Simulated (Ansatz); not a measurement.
# K: tetragonal deformation path

Computed with DFT PBE, scalar-relativistic, plane waves, PAW (Ansatz). The runs took a 420 eV cutoff, a Γ-centred 12×12×12 mesh and Gaussian smearing (0.15 eV). No spin polarisation. Energies are free energies at this smearing, counted from the undisturbed cell; pressure is positive in compression.

The undisturbed cell (as given, not relaxed at this level; it stands at 0.0 GPa; this simple cubic form isn't the usual structure):

```yaml
crystal:
  lattice:
    - [4.31044, 0.00000, 0.00000]
    - [0.00000, 4.31044, 0.00000]
    - [0.00000, 0.00000, 4.31044]
  atoms:
    - { symbol: K, position: [0.00000, 0.00000, 0.00000] }
```

At fixed volume and fractional coordinates, lengths along (0.000, 0.000, 1.000) are scaled against those across it; ρ is that ratio over its starting value. The cell is metallic on the mesh throughout.

```json
{"ρ": "0.650", "ΔE (meV/atom)": "330.6"}
{"ρ": "0.707", "ΔE (meV/atom)": "205.2"}
{"ρ": "0.780", "ΔE (meV/atom)": "101.4"}
{"ρ": "0.850", "ΔE (meV/atom)": "42.4"}
{"ρ": "0.920", "ΔE (meV/atom)": "10.7"}
{"ρ": "0.960", "ΔE (meV/atom)": "2.5"}
{"ρ": "1.000", "ΔE (meV/atom)": "0.0"}
{"ρ": "1.050", "ΔE (meV/atom)": "3.3"}
{"ρ": "1.100", "ΔE (meV/atom)": "12.2"}
{"ρ": "1.200", "ΔE (meV/atom)": "43.7"}
{"ρ": "1.300", "ΔE (meV/atom)": "88.2"}
{"ρ": "1.414", "ΔE (meV/atom)": "148.5"}
{"ρ": "1.500", "ΔE (meV/atom)": "198.4"}
```